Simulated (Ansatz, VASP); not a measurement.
## One calculation of Ag, two programs

```xyz
1
Lattice="0.0000 2.0363 2.0363 2.0363 0.0000 2.0363 2.0363 2.0363 0.0000" Properties=species:S:1:pos:R:3 pbc="T T T"
Ag    0.0000    0.0000    0.0000
```

Change from the starting cell: volume scaled by 0.99.

Alike in both runs: task single point; functional PBE; k mesh 15 × 15 × 15; occupations fermi-dirac, width 0.05 eV; no spin polarisation.

|  | VASP | Ansatz |
| --- | --- | --- |
| version | VASP 6.6.1 | Ansatz 0.2.0 |
| potentials or method | VASP PAW PBE potentials, release 64 (Ag), cutoff 520 eV | all-electron LAPW, scalar-relativistic |

VASP gave:

```
pressure (GPa) : 5.6
```

Which values does Ansatz return?

Pressure (GPa): 5.7.

Ansatz ran all-electron here, so the differences hold the error of VASP's frozen core and of both bases.
